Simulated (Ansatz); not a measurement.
## Cd: single point with B3LYP

Cd:

```
Cd
1.0
     0.00000    2.21815    2.21815
     2.21815    0.00000    2.21815
     2.21815    2.21815    0.00000
Cd
1
Direct
  0.00000 0.00000 0.00000
```

This isn't the form of Cd at room conditions, which is hcp.

```yaml
Program: Ansatz 0.2.0
Task: single point
Functional: B3LYP
Potentials_or_basis: PseudoDojo standard (PBE files)
Cutoff: 1388 eV
Density_cutoff: 5551 eV
k_mesh: 8 × 8 × 8
Occupations: fermi-dirac, width 0.1 eV
Spin: no spin polarisation
```

```yaml
Pressure: 5.6 GPa
Band_gap_on_the_k_mesh: none (metal or under the smearing width)
```

Levels at points of the mesh, in eV from the Fermi level:
```
             k point  band 7  band 8  band 9  band 10  band 11  band 12  band 13  band 14
  (0.00, 0.00, 0.00)  -10.70  -10.23  -10.23    -9.73    14.77    16.09    16.09    16.09
 (0.00, 0.00, -0.50)  -10.69   -9.84   -9.84    -2.35    -1.34    13.66    13.66    14.03
(0.00, -0.50, -0.50)   -9.86   -9.73   -9.73    -0.73     2.09     7.82     7.82    12.44
```

It took 2.1 min on 1 thread of Intel(R) Xeon(R) Platinum 8375C CPU @ 2.90GHz (Ice Lake), on a shared host, peak memory 2.4 GiB.

Caveat: the potentials were made for another functional, which shifts forces and pressure; the thresholds are loose for stress.
